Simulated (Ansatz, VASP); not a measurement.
Two plane-wave programs on Rh

The input INCAR:

```
  ALGO = Fast
  EDIFF = 1E-6
  ENCUT = 520
  GGA = PE
  ISIF = 2
  ISMEAR = 0
  LASPH = T
  LCHARG = T
  LELF = T
  LREAL = F
  LVHAR = T
  LWAVE = F
  NBANDS = 14
  NELM = 100
  PREC = Accurate
  SIGMA = 0.15
```

File KPOINTS:

```
k-points
0
Gamma
  22 22 22
```

POSCAR

```
Rh
1.0
    0.0000000000      2.2303587760      1.6377524492
    2.2303587760      0.0000000000      1.6377524492
    2.2303587760      2.2303587760      0.0000000000
Rh
1
Direct
    0.0000000000      0.0000000000      0.0000000000
```

Input for Ansatz:

```yaml
crystal:
  lattice:
    - [0.0, 2.230358776, 1.6377524492]
    - [2.230358776, 0.0, 1.6377524492]
    - [2.230358776, 2.230358776, 0.0]
  atoms:
    - { symbol: Rh, position: [0.0, 0.0, 0.0] }
basis:
  ecutwfc: 420
kpoints:
  mp_grid: { grid: [22, 22, 22] }
hamiltonian:
  xc: pbe
  pseudopotentials: { kind: paw, azcp: { folder: soft_1 } }
scf:
  occupations: { method: gaussian, width: 0.15 }
output:
  forces: true
  stress: true
  eigenvalues: true
```

Alike in both runs: task single point; functional PBE; k mesh 22 × 22 × 22; occupations gaussian, width 0.15 eV; no spin polarisation.

|  | VASP | Ansatz |
| --- | --- | --- |
| version | VASP 6.6.1 | Ansatz 0.2.0 |
| potentials or method | VASP PAW PBE potentials, release 64 (Rh_pv) | scalar-relativistic, plane waves, PAW |
| plane-wave cutoff (eV) | 520 | 420 |
| valence electrons in the cell | 15 | 17 |

```csv
,VASP,Ansatz,Ansatz less VASP
gap on the k mesh at the Fermi level (eV),none,none,-
pressure (GPa),-20.4,-20.4,+0.03
largest component of the traceless stress (GPa),4.82,4.84,+0.021
```

A gap of «none» marks a metal or a gap that the smearing closes. The functional is the same, so the differences come from potentials, cutoffs and numerics. The two sets of potentials don't hold the same shells in valence.

Caveats: so large a pressure means that the cell lies far from this level's equilibrium, or that cutoff or potentials fall short (VASP).
